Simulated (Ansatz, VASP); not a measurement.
# One calculation of SnSe, two programs

```
CELL_PARAMETERS angstrom
2.84941 0.00000 0.00000
-1.42470 2.46766 0.00000
0.00000 0.00000 10.00770
ATOMIC_POSITIONS crystal
Sn 0.33333 0.66667 0.05981
Sn 0.66667 0.33333 0.55981
Se 0.33333 0.66667 0.31619
Se 0.66667 0.33333 0.81619
```

Alike in both runs: functional PBE; k mesh 10 × 10 × 5; occupations fermi-dirac, width 0.1 eV; no spin polarisation.

Ansatz relaxed the structure, and its values are those at the end. VASP's run is a single point on that final structure, the one shown.

```csv
,VASP,Ansatz
version,VASP 6.6.1,Ansatz 0.2.0
potentials or method,"VASP PAW PBE potentials, release 64 (Sn_d, Se)","PAW with Ansatz's default frozen-core files, scalar-relativistic"
plane-wave cutoff (eV),520,420
valence electrons in the cell,40,60
```

|  | VASP | Ansatz | Ansatz less VASP |
| --- | --- | --- | --- |
| rms of the force components (eV/Å) | 0.004 | 0.000 | -0.0040 |

The two sets of potentials don't hold the same shells in valence.
